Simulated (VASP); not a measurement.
# KCl (Fm-3m) in VASP: a series of runs

KCl is run at these levels: PBEsol; tasks: single point, relaxation of cell and atoms.

Program: VASP 6.6.1. These are calculated values, not measurements. Logs are shortened: lines on timing, memory, paths and dates and some standing lists are left out, and cuts for length are marked.

**The experiment to reproduce.**

A printed reference work, monograph reports, for a bulk crystal of KCl: band gap 8.68 eV.

The runs below are set against these values where they give the same quantity.

**1. The cell of the first run**

The structure is cubic, space group Fm-3m (No. 225). The conventional cell has a = 6.312 Å, b = 6.312 Å, c = 6.312 Å, α = 90.00°, β = 90.00°, γ = 90.00°. Within 4.2 Å of K (site symmetry m-3m) lie 6 Cl at 3.16 Å. Cl (site symmetry m-3m) has 6 K at 3.16 Å within 4.2 Å.

**2. Single point, PBEsol**

Contents of INCAR:

```
PREC = Accurate
ENCUT = 520
EDIFF = 1E-6
ISMEAR = 0
SIGMA = 0.1
LREAL = False
LASPH = True
NELM = 60
ALGO = Normal
ISIF = 2
LWAVE = False
LCHARG = False
GGA = PS
NBANDS = 15
```

Contents of KPOINTS:

```
regular mesh
0
Gamma
  6 6 6
```

Contents of POSCAR:

```
KCl
1.0
    0.0000000000      3.1561000000      3.1561000000
    3.1561000000      0.0000000000      3.1561000000
    3.1561000000      3.1561000000      0.0000000000
K Cl
1 1
Direct
    0.0000000000      0.0000000000      0.0000000000
    0.5000000000      0.5000000000      0.5000000000
```

Potentials or basis: VASP PAW PBE potentials, release 64 (K_sv, Cl).

On the command line:

```bash
> cat potpaw_PBE.64/K_sv/POTCAR potpaw_PBE.64/Cl/POTCAR > POTCAR
> mpirun -np 1 vasp_std > vasp.out
```

OUTCAR:

```text
PREC = Accurate
   ENCUT = 520
   EDIFF = 1E-6
   ISMEAR = 0
   LREAL = False
   LASPH = True
   NELM = 60
   ISIF = 2
   GGA = PS

 ion  position               nearest neighbor table
   1  0.000  0.000  0.000-   2 3.16   2 3.16   2 3.16   2 3.16   2 3.16   2 3.16
   2  0.500  0.500  0.500-   1 3.16   1 3.16   1 3.16   1 3.16   1 3.16   1 3.16

  LATTYP: Found a face centered cubic cell.
 ALAT       =     6.3122000000

  Lattice vectors:

 A1 = (   0.0000000000,   3.1561000000,   3.1561000000)
 A2 = (   3.1561000000,   0.0000000000,   3.1561000000)
 A3 = (   3.1561000000,   3.1561000000,   0.0000000000)

Analysis of symmetry for initial positions (statically):
=====================================================================
 Subroutine PRICEL returns:
 Original cell was already a primitive cell.

 Routine SETGRP: Setting up the symmetry group for a
 face centered cubic supercell.

 Subroutine GETGRP returns: Found 48 space group operations
 (whereof 48 operations were pure point group operations)
 out of a pool of 48 trial point group operations.

The static configuration has the point symmetry O_h .

Analysis of symmetry for dynamics (positions and initial velocities):
=====================================================================
 Subroutine PRICEL returns:
 Original cell was already a primitive cell.

 Routine SETGRP: Setting up the symmetry group for a
 face centered cubic supercell.

 Subroutine GETGRP returns: Found 48 space group operations
 (whereof 48 operations were pure point group operations)
 out of a pool of 48 trial point group operations.

The dynamic configuration has the point symmetry O_h .

 Subroutine INISYM returns: Found 48 space group operations
 (whereof 48 operations are pure point group operations),
 and found     1 'primitive' translations

----------------------------------------------------------------------------------------

                                     Primitive cell

  volume of cell :      62.8756

  direct lattice vectors                    reciprocal lattice vectors
     0.000000000  3.156100000  3.156100000    -0.158423371  0.158423371  0.158423371
     3.156100000  0.000000000  3.156100000     0.158423371 -0.158423371  0.158423371
     3.156100000  3.156100000  0.000000000     0.158423371  0.158423371 -0.158423371

  length of vectors
     4.463399424  4.463399424  4.463399424     0.274397327  0.274397327  0.274397327

  position of ions in fractional coordinates (direct lattice)
     0.000000000  0.000000000  0.000000000
     0.500000000  0.500000000  0.500000000

  ion indices of the primitive-cell ions
[... 79 lines left out ...]
   EMIN   =  10.00;   EMAX   =-10.00  energy-range for DOS
   EFERMI =   0.00;   METHOD = LEGACY
   ISMEAR =     0;   SIGMA  =   0.10  broadening in eV -4-tet -1-fermi 0-gaus
   EFERMI_NEDOS =   21; number of points for ismear=-14 and -15
   IALGO  =     38    algorithm
   IMIX   =      4    mixing-type and parameters
     AMIX     =   0.40;   BMIX     =  1.00
     AMIX_MAG =   1.60;   BMIX_MAG =  1.00
  volume/ion in A,a.u.               =      31.44       212.15
  Fermi-wavevector in a.u.,A,eV,Ry     =   1.037419  1.960437 14.643101  1.076238
  Thomas-Fermi vector in A             =   2.171856
   LORBIT       =      0    0 simple, 1 ext, 2 COOP (PROOUT), +10 PAW based schemes
   GGA     = PS    functional components
   LHFCALC =     F    Hartree Fock is set to
   AEXX    =    0.0000 exact exchange contribution
   IVDW    =     0    specifies the selected vdW correction
   LEPSILON=     F    determine dielectric tensor
   LRPA    =     F    only Hartree local field effects (RPA)
 non-spin polarized calculation
 Gauss-broadening in eV      SIGMA  =   0.10
  energy-cutoff  :      520.00
  volume of cell :       62.88
 maximum number of plane-waves:      1711
 NGX is ok and might be reduce to    36
   NGX = 17   NGY = 17   NGZ = 17

 number of electron      16.0000000 magnetization

 Free energy of the ion-electron system (eV)
  ---------------------------------------------------
  ext. energy  EPLUGINS =         0.00000000
  ---------------------------------------------------
  free energy    TOTEN  =        -7.02058616 eV

  energy without entropy =       -7.02058616  energy(sigma->0) =       -7.02058616

 E-fermi :  -1.4027     XC(G=0):  -7.6805

 val. band max:       -1.9413347576   @ k =   0.0000   0.0000   0.0000
 cond. band min:       3.0524578885   @ k =   0.0000   0.0000   0.0000
 fundamental gap:      4.9937926461
 Fermi energy:        -1.4026780067

 k-point     1 :       0.0000    0.0000    0.0000
  band No.  band energies     occupation
      1     -29.0083      2.00000
      2     -14.0220      2.00000
      3     -12.5344      2.00000
      4     -12.5344      2.00000
      5     -12.5344      2.00000
      6      -1.9413      2.00000
      7      -1.9413      2.00000
      8      -1.9413      2.00000
      9       3.0525      0.00000
     10       6.3499      0.00000
     11       6.3499      0.00000
     12       6.3499      0.00000
     13       7.2297      0.00000
     14       7.2297      0.00000
[... 257 lines left out ...]
      2     -13.9927      2.00000
      3     -12.6552      2.00000
      4     -12.6119      2.00000
      5     -12.4825      2.00000
      6      -2.5234      2.00000
      7      -2.3685      2.00000
      8      -2.3058      2.00000
      9       5.1877      0.00000
     10       6.8300      0.00000
     11       6.9853      0.00000
     12       8.1139      0.00000
     13       8.9252      0.00000
     14       9.7275      0.00000
     15      10.2444      0.00000

------------------------ aborting loop because EDIFF is reached ----------------------------------------

  FORCE on cell =-STRESS in cart. coord.  units (eV):
  Direction    XX          YY          ZZ          XY          YZ          ZX
  --------------------------------------------------------------------------------------
  -------------------------------------------------------------------------------------
  Total       -0.2055649     -0.2055649     -0.2055649      0.0000000     -0.0000000     -0.0000000
  in kB       -5.2381412     -5.2381412     -5.2381412      0.0000000     -0.0000000     -0.0000000
  external PRESSURE =      -5.2381412 kB  Pullay stress =       0.0000000 kB

 VOLUME and BASIS-vectors are now :
 -----------------------------------------------------------------------------
  energy-cutoff  :      520.00
  volume of cell :       62.88
      direct lattice vectors                 reciprocal lattice vectors
     0.000000000  3.156100000  3.156100000    -0.158423371  0.158423371  0.158423371
     3.156100000  0.000000000  3.156100000     0.158423371 -0.158423371  0.158423371
     3.156100000  3.156100000  0.000000000     0.158423371  0.158423371 -0.158423371

 POSITION                                       TOTAL-FORCE (eV/Angst)
 -----------------------------------------------------------------------------------
      0.00000      0.00000      0.00000         0.000000      0.000000      0.000000
      3.15610      3.15610      3.15610        -0.000000     -0.000000     -0.000000
 -----------------------------------------------------------------------------------
    total drift:                                0.000000      0.000000      0.000000

  FREE ENERGIE OF THE ION-ELECTRON SYSTEM (eV)
  ---------------------------------------------------
  free  energy   TOTEN  =        -7.0205861630 eV

  energy  without entropy=       -7.0205861630  energy(sigma->0) =       -7.02058616
```

OSZICAR:

```text
N       E                     dE             d eps       ncg     rms          rms(c)
DAV:   1     0.100375943027E+03    0.10038E+03   -0.70422E+03   480   0.956E+02
DAV:   2    -0.127551562292E+01   -0.10165E+03   -0.93414E+02   608   0.239E+02
DAV:   3    -0.706536782333E+01   -0.57899E+01   -0.57555E+01   663   0.505E+01
DAV:   4    -0.727000823323E+01   -0.20464E+00   -0.20458E+00   707   0.823E+00
DAV:   5    -0.727205688651E+01   -0.20487E-02   -0.20486E-02   684   0.831E-01    0.316E+00
DAV:   6    -0.702321330056E+01    0.24884E+00   -0.35463E-01   599   0.315E+00    0.259E+00
DAV:   7    -0.700931403847E+01    0.13899E-01   -0.80652E-02   641   0.168E+00    0.150E+00
DAV:   8    -0.701948932165E+01   -0.10175E-01   -0.15166E-02   650   0.905E-01    0.198E-01
DAV:   9    -0.702000342484E+01   -0.51410E-03   -0.77102E-04   613   0.173E-01    0.940E-02
DAV:  10    -0.702057523517E+01   -0.57181E-03   -0.57325E-04   522   0.147E-01    0.230E-02
DAV:  11    -0.702058344691E+01   -0.82117E-05   -0.24679E-05   657   0.298E-02    0.173E-02
DAV:  12    -0.702058613031E+01   -0.26834E-05   -0.86187E-06   564   0.156E-02    0.641E-03
DAV:  13    -0.702058616300E+01   -0.32684E-07   -0.71087E-07   452   0.569E-03
   1 F= -.70205862E+01 E0= -.70205862E+01  d E =-.196610E-15
```

It took 7.6 s on 1 thread of Intel Xeon 6975P-C (Granite Rapids), shared host; peak memory 0.2 GiB.

What came out:

```
Free energy            : -7.0206 eV
Pressure               : -0.5 GPa
Band gap on the k mesh : 4.99 eV, direct
```

Levels at points of the mesh, in eV from the valence-band top:
| k point | band 6 | band 7 | band 8 | band 9 | band 10 | band 11 |
| --- | --- | --- | --- | --- | --- | --- |
| (0.00, 0.00, 0.00) | 0.00 | 0.00 | 0.00 | 4.99 | 8.29 | 8.29 |
| (0.50, 0.00, 0.00) | -1.07 | -0.33 | -0.33 | 7.40 | 8.45 | 10.45 |
| (0.50, 0.50, 0.00) | -0.67 | -0.23 | -0.23 | 6.41 | 8.19 | 9.85 |

Caveat: the PAW data sets were made with another functional, which shifts forces and pressure a little.

(Part 1 of 2 ends here.)
